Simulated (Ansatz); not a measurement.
Crystal: MoS2.

```
Mo S
1.0
     1.58000    0.91221    6.15000
    -1.58000    0.91221    6.15000
     0.00000   -1.82443    6.15000
Mo S
1 2
Direct
  0.00000 0.00000 0.00000
  0.41700 0.41700 0.41700
  0.25000 0.25000 0.25000
```

Measurements of this composition are mostly on another form, of space group No. 194.

Base run:

* Program: Ansatz 0.2.0
* Functional: LDA
* Potentials or basis: all-electron LAPW, scalar-relativistic
* Cutoff: 246 eV (chosen from the basis error)
* Basis error allowed: 0.002 eV/atom
* k mesh: 10 × 10 × 10
* Occupations: fermi-dirac, width 0.05 eV
* Spin: no spin polarisation

Its results: band gap on the k mesh 0.88 eV, indirect (least direct gap 1.96 eV); pressure -2.4 GPa; largest force 0.086 eV/Å.

The run is repeated on the same cell with these changes: functional from LDA to PBEsol. What comes out?

Band gap on the k mesh 0.91 eV, indirect (least direct gap 1.96 eV); pressure 0.4 GPa; largest force 0.260 eV/Å.

PBEsol binds less tightly than LDA, so the same cell stands under more pressure.

A k mesh can miss the band edges.
